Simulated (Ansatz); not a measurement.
Below is a relaxed structure of Hg₂S. The cell was found from a structure generator's guess, not taken from experiment.

Method: Ansatz, DFT PBE, scalar-relativistic, plane waves, PAW. Cutoff 420 eV, Γ-centred mesh, Gaussian smearing, no spin polarisation.

```
Hg S
1.0
     5.26287    0.00000    0.00000
     0.00000    5.26287    0.00000
     0.00000    0.00000    5.48803
Hg S
2 1
Direct
  0.50000 0.00000 0.00000
  0.00000 0.50000 0.00000
  0.00000 0.00000 0.00000
```

Energies over the elements count from the elements' standard structures at the same level, with no fitted energy shifts. The references include crystalline Hg.

Question: Find its symmetry and describe it.

Answer: P4/mmm (No. 123). Conventional cell: a = 5.263 Å, c = 5.488 Å. Around Hg lie 2 S at 2.63 Å; S has 4 Hg at 2.63 Å.

Question: What is its formation energy per atom?

Answer: +0.16 eV/atom. A positive value: parting into the elements would lower its energy.

Question: Is it a metal?

Answer: Yes, bands cross the Fermi level on the 10×10×8 mesh, though with few states there, as in a semimetal.

The last run used a 10×10×8 mesh (in the run's order of axes) for its 3-atom cell and Gaussian smearing of 0.10 eV. Weakly bound directions are ill-defined at this level, which has no dispersion term. These runs have no spin–orbit coupling, which can matter for Hg. The reference form of S is held partly by dispersion forces, which this level lacks. Symmetry constrained the relaxation, so the result can be a saddle point.
